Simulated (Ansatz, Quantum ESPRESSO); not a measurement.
# BN (zinc blende): bulk modulus from a few volumes

How stiff is zinc blende BN under hydrostatic load? Each row scales the relaxed cell evenly and relaxes the atoms. The phase is followed to these pressures whether or not it stays the stable one.

Calculated with Ansatz 0.2.0, PBEsol, PAW files of the set soft_1, cutoff 600 eV, Fermi–Dirac smearing 0.02 eV, k-mesh 13×13×13, no spin polarisation, no spin-orbit coupling.

Reference cell, relaxed at zero pressure with PBEsol (F-43m): a = 2.5492 Å, b = 2.5492 Å, c = 2.5492 Å, α = 60.00°, β = 60.00°, γ = 60.00°.

```
atom       x       y       z
   N  0.7500  0.7500  0.7500
   B  0.0000  0.0000  0.0000
```

| V (Å³/atom) | V/V0 | P (GPa) | E − E0 (meV/atom) |
| --- | --- | --- | --- |
| 5.5056 | 0.9400 | 26.692 | 27.9 |
| 5.6228 | 0.9600 | 16.955 | 12.0 |
| 5.7399 | 0.9800 | 8.090 | 2.9 |
| 6.0913 | 1.0400 | −14.047 | 10.6 |
| 6.2085 | 1.0600 | −20.158 | 23.1 |

V0 = 5.8570 Å³ an atom, where the residual pressure P0 is +0.015 GPa. **Question.** Fit the Birch–Murnaghan law and give the pressure and the energy at V = 5.9742 Å³ an atom, a row left out above.

With the Eulerian strain f = ½[(V0/V)^(2/3) − 1] and F = (P − P0)/[3f(1 + 2f)^(5/2)], the third-order law is the line F = B0 + (3/2) B0 (B′ − 4) f.

| f | F (GPa) |
| --- | --- |
| 0.02106 | 380.95 |
| 0.01379 | 382.57 |
| 0.00678 | 384.01 |
| −0.01291 | 387.75 |
| −0.01905 | 388.90 |

A straight line through the 5 rows: the means are 0.001934 for f and 384.84 for F, Σ(Δx)² = 0.001191 and ΣΔxΔy = −0.2337, so the slope is −0.2337/0.001191 = −196.32 and the intercept 384.84 − (−196.32)(0.001934) = 385.22.

Hence B0 = 385.2 GPa and B′ = 4 + (−196.3)/(1.5 × 385.2) = 3.66. For the withheld volume f = −0.00656, F = 386.50 GPa and P = −7.35 GPa. The run itself gives −7.34 GPa, so the estimate misses by 0.01 GPa, a rounding's worth.

Integrating the same law gives E − E0 = (9/2) B0 V0 f²[1 + (B′ − 4) f] + P0(V0 − V), with 1 GPa Å³ = 6.2415 meV: 2.7 meV an atom. The run itself gives 2.7 meV, so the estimate misses by 0.0 meV, a rounding's worth.

The same fit over all rows at other levels or in other programs gives B0 = 391 GPa with r2SCAN (Ansatz), 386 GPa with PBEsol (Quantum ESPRESSO, GBRV) and 401 GPa with LDA (Quantum ESPRESSO, GBRV).

Measured bulk modulus: 395 GPa (arxiv:cond-mat/0702656), against 385 GPa here (−2 %).

The calculation is for a static lattice, while measurements hold thermal and zero-point motion.

[Logs are printed without paths, hosts, clocks, repeated set-up lines and the standing remarks that a program may print on its own settings, such as how far it seeks lower states.]
